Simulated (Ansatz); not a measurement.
# N_O in ZnO (P6_3mc): which k-points does the level need?, part 2 of 2

Aim: the (0/−1) level of N_O in ZnO (P6_3mc) as a function of the k-point sampling, with the cost of each choice. The model is a cell of 72 host atoms with 1 O taken out and 1 N put in; the atoms are relaxed once and then held.

Ansatz 0.2.0; plane-wave PAW DFT; relaxations with PBEsol, then single points with PBEsol, on supercells at fixed charge in a uniform background.

So far: The structure; Relaxing both charge states, PBEsol.

## 3. First setting: the zone centre alone

The defect state overlaps with its images and forms a narrow band, so the k-points decide which part of that band enters the energy. A point off the zone centre usually averages it better, but needs complex orbitals and more time.

File qm1.kg/input.yaml:

```yaml
crystal:
  checkpoint: "../qm1.relax.run"
  host: checkpoint
total_charge: -1
basis:
  ecutwfc: 420
  xc_grid: 2
hamiltonian:
  xc: pbesol
  pseudopotentials: { kind: paw, azcp: { folder: soft_1 }, xc_functional: pbe }
kpoints:
  mp_grid: { grid: [1, 1, 1] }
scf:
  occupations: { method: fixed }
  max_iter: 100
output:
  forces: true
  charged_corrections:
    epsilon: [5.3, 5.3, 5.34]
    static_epsilon: [10.07, 10.07, 10.93]
    defect_position: [0.555556, 0.444444, 0.439834]
  eigenvalues: true
checkpoint:
  read: "../qm1.relax.run"
  write: "../qm1.kg.run"
  compress: false
  write_wavefunctions: false
  write_every: 100000
```

Command:

```
$ ansatz run input.yaml --threads 32 --pin off --max-ram 84787MiB --backend cuda --events-out ev --progress --plain --runs-dir out --max-vram 78GiB
```

Numbers of over 12 decimals in the logs are rounded to 6 here.

The log of the run:

```text
[...]
crystal.checkpoint: the structure is that of <dir>, a `relax` run, at its step 5: its result, under pbesol at a charge of -1 e; 72 atoms read, 0 with a starting moment; crystal.structure_sha256 for this input is
[...]
device memory: the entry about to start is reckoned to put 3.8 GiB on a device that reports 176.3 GiB free (of which the cap on the GPU budget leaves the run 78.0 GiB)
GPU FFT provider: cuFFT
GPU libraries: cuBLAS 13.8.1, cuFFT 12.4.0, cuSOLVER 12.3.2
GPU matrix products: emulated (plane waves: as basis.precision tells), large ones in fixed point in workspaces of 1.00 GiB
Crystal: 72 atoms, lattice volume = 848.788 Å³
Basis set: ecut = 420 eV, 16571 PW (Γ), exchange–correlation on 144×144×144 points (8 copies of the dense FFT grid, shifted against one another)
Bands: 396, of which v1, the nominal top of the filled ones, is band 324 counted from 1 (323 counted from 0)
Symmetry: 1 space group operations
[...]
k-points: 1
[...]
Stability of the state it starts from, as read at its close in the unpolarized treatment: not read negative (Ritz values of 1 − χ₀K, real part plus size of imaginary part, from 1.2 to 1.3, by its mixing steps under no symmetry)
[...]
GPU buffer pool allocated for 373248 grid points (all kernels)
GPU transforms: local potential and band sums: pruned to the plane-wave sphere, on 72×72×72
[...]
iter 1 solved again at ethr=2.57e-5 eV; its pass at ethr=3.10e-3 eV (dr2=1.67e-1 eV) is discarded
[...]
SCF iter   9: F=-138122.514934 eV  HF=-138122.514934 eV  |Δ(HF+E_count)|=   1.29e-7  Δρ=3.86e-6  dr2=9.08e-8  Hψ=2461
SCF 1 converged in 9 iterations: F = -138122.514934 eV  dr2 = 9.08e-8
[...]
SCF converged after 9 iterations
Free energy (F): -138122.514934 eV
[...]
Internal energy: -138122.514934 eV  (E = F + TS)
E sigma→0 (E₀):  -138122.514934 eV
Fermi energy:    7.779960 eV
[...]
--- Forces (eV/Å), atoms counted from 1 ---
  atom   1  Zn     0.00883902     0.01710893     0.03069364
  atom   2  Zn     0.01655994    -0.00196419     0.02404024
  [... 4 atoms left out ...]
  [... 66 more lines of this table ...]
  max |Σ_I F_I| component: 1.51e-4 eV/Å
[...]
F Makov-Payne    = n/a  (the rows are of the electrons' constant alone; ansatz place-levels tells what screens the charge)
[...]
--- Band table (eV) ---
[...]
```

Elapsed: 1.6 s, on 1 × NVIDIA GB200 with 32 threads of Arm Neoverse V2, shared host; peak memory 1.1 GiB; 3.4 s of CPU time.

In the SCF lines HF is the Harris–Foulkes energy and dr2 the Hartree energy of the density residual, in eV; the loop may stop once dr2 is under the threshold and the program's other checks hold. Hψ counts applications of the Hamiltonian.

Both charges and the host at this setting go to place-levels, which corrects for the image charge and aligns the potentials.

File levels.kg.yaml:

```yaml
host:
  run: host.kg.run
states: [qm1.kg.run, q0_M1.kg.run]
geometry_from:
  qm1.kg.run: qm1.relax.run
  q0_M1.kg.run: q0_M1.relax.run
  host.kg.run: host.relax.run
chemical_potentials:
  O:
    energy: -558.291301
    dataset: <sha256 of the dataset>
  "N":
    energy: -378.476431
    dataset: "<sha256 of the dataset>"
```

Command:

```
$ ansatz place-levels levels.kg.yaml -- --threads 32 --pin off --max-ram 84787MiB
```

The log of the run:

```text
(0/-1) 0.584 eV above the valence edge, 0.086 eV under the conduction edge
formation energy of charge 0: +4.417 eV with the Fermi level at the valence edge
formation energy of charge -1: +5.001 eV with the Fermi level at the valence edge
  edges by pbesol, gap 0.669 eV; the host is sampled to repeats of 9.69 Å
  the defect's cells are sampled to repeats of 9.69 Å, like sampling
  charge 0: +0.000 eV for its dipole among its images, +0.000 omitted
  charge -1: -138122.3194 eV with its correction of +0.196 eV, at epsilon [10.07, 10.07, 10.93], aligned at sites: +0.0139 eV, mean over 33 atomic sites at or beyond 4.85 Å from the defect at [0.5556, 0.4444, 0.4398], with +0.000000 for the charge's moments [...]
  of states[1] (q0_M1.kg.run): its only k-point is the zone centre, where a defect's energies can be off by tenths of an eV or more: see "From the zone centre to a mesh" in the quickstart; [...]
  of states[0] (qm1.kg.run): how wide its charge is, is not read beside other atoms or cores, and a band state would take no correction. [...]
```

Elapsed: 0.12 s, on 32 threads.

At this setting the gap is 0.669 eV and (0/−1) lies 0.584 eV above the valence top.

## 4. The other settings

In the defect's inputs only the studied keys change. One input of each further setting:

qm1.kq/input.yaml, as its differences from qm1.kg/input.yaml of step 3:

```diff
@@ -11,3 +11,3 @@
 kpoints:
-  mp_grid: { grid: [1, 1, 1] }
+  mp_grid: { grid: [1, 1, 1], shift: [0.25, 0.25, 0.25] }
 scf:
@@ -24,3 +24,3 @@
   read: "../qm1.relax.run"
-  write: "../qm1.kg.run"
+  write: "../qm1.kq.run"
   compress: false
```

qm1.km0/input.yaml, as its differences from qm1.kq/input.yaml of step 4:

```diff
@@ -11,3 +11,3 @@
 kpoints:
-  mp_grid: { grid: [1, 1, 1], shift: [0.25, 0.25, 0.25] }
+  mp_grid: { grid: [2, 2, 2] }
 scf:
@@ -24,3 +24,3 @@
   read: "../qm1.relax.run"
-  write: "../qm1.kq.run"
+  write: "../qm1.km0.run"
   compress: false
```

qm1.kms/input.yaml, as its differences from qm1.km0/input.yaml of step 4:

```diff
@@ -11,3 +11,3 @@
 kpoints:
-  mp_grid: { grid: [2, 2, 2] }
+  mp_grid: { grid: [2, 2, 2], shift: [0.5, 0.5, 0.5] }
 scf:
@@ -24,3 +24,3 @@
   read: "../qm1.relax.run"
-  write: "../qm1.km0.run"
+  write: "../qm1.kms.run"
   compress: false
```

qm1.km3/input.yaml, as its differences from qm1.kms/input.yaml of step 4:

```diff
@@ -11,3 +11,3 @@
 kpoints:
-  mp_grid: { grid: [2, 2, 2], shift: [0.5, 0.5, 0.5] }
+  mp_grid: { grid: [3, 3, 3] }
 scf:
@@ -24,3 +24,3 @@
   read: "../qm1.relax.run"
-  write: "../qm1.kms.run"
+  write: "../qm1.km3.run"
   compress: false
```

qm1.km4/input.yaml, as its differences from qm1.km3/input.yaml of step 4:

```diff
@@ -11,3 +11,3 @@
 kpoints:
-  mp_grid: { grid: [3, 3, 3] }
+  mp_grid: { grid: [4, 4, 4], shift: [0.5, 0.5, 0.5] }
 scf:
@@ -24,3 +24,3 @@
   read: "../qm1.relax.run"
-  write: "../qm1.km3.run"
+  write: "../qm1.km4.run"
   compress: false
```

## 5. Result against cost

Times of the states on 1 × NVIDIA GB200 with 32 threads of Arm Neoverse V2, shared host; the host is run again at each setting:

```
        k-point sampling  gap (eV)  (0/−1) above the valence top (eV)  under the conduction bottom (eV)  level less that at a 4×4×4 shifted mesh (meV)  time, both charge states  time, host and placing  peak memory of a state (GiB)
   the zone centre alone     0.669                              0.584                             0.086                                            143                     3.6 s                   1.7 s                           1.2
one point at (¼, ¼, ¼) *     0.704                              0.435                             0.270                                             -6                     3.5 s                     2 s                           1.5
  a 2×2×2 Γ-centred mesh     0.699                              0.466                             0.233                                             25                     5.8 s                   1.8 s                           1.5
    a 2×2×2 shifted mesh     0.700                              0.425                             0.275                                            -16                     6.4 s                   1.9 s                           1.6
  a 3×3×3 Γ-centred mesh     0.700                              0.447                             0.254                                              6                      11 s                   2.1 s                           1.9
    a 4×4×4 shifted mesh     0.701                              0.441                             0.260                                              0                      21 s                   2.4 s                           2.5
```

* started from the relaxation's converged state in the same settings, so its time is no fair cost.

## 6. Results

| Quantity | Value |
| --- | --- |
| (0/minus 1) level, the zone centre alone | 0.58 eV |
| (0/minus 1) level, one point at (¼, ¼, ¼) | 0.43 eV |
| (0/minus 1) level, a 2×2×2 Γ-centred mesh | 0.47 eV |
| (0/minus 1) level, a 2×2×2 shifted mesh | 0.43 eV |
| (0/minus 1) level, a 3×3×3 Γ-centred mesh | 0.45 eV |
| (0/minus 1) level, a 4×4×4 shifted mesh | 0.44 eV |

**Reading.** Over the settings in the table the level spans 0.159 eV; one point at (¼, ¼, ¼), a 2×2×2 shifted mesh and a 3×3×3 Γ-centred mesh lie within 0.02 eV of the reference (a 4×4×4 shifted mesh, 0.44 eV). The largest miss of the level above the valence top is 143 meV, with the zone centre alone. In a reference run the bands overlap at the filling edge, so the reference itself is in doubt. Only the charges −1 and 0 were run, each from one start, so (0/−1) need not be a change between stable states. With nearly degenerate levels at the filling edge in most or all rows, agreement between settings doesn't show that the state itself is settled. At a 2×2×2 Γ-centred mesh, a 2×2×2 shifted mesh, a 3×3×3 Γ-centred mesh and a 4×4×4 shifted mesh a state has next to no gap at its filling edge, or overlapping levels, which makes the level less certain. What this leaves open: PBEsol makes the gap too small and tends to spread out bound carriers; force components of up to 0.13 eV/Å remain in a run at the final settings.

[Logs are printed without paths, hosts, clocks, repeated set-up lines and the standing remarks that a program may print on its own settings, such as how far it seeks lower states.]

[Hosts, paths, dates, database ids (printed as entryN), source tags and the programs' standing remarks are cut or masked in the printed files.]

[Where a table of states has a column of steps, it counts the stored structures, which are thinned; the runs took as many ionic steps or more.]

[For some hosts the program warned that the k-mesh of the response run may be too coarse for force constants and the static dielectric constant; such warnings are not shown here.]
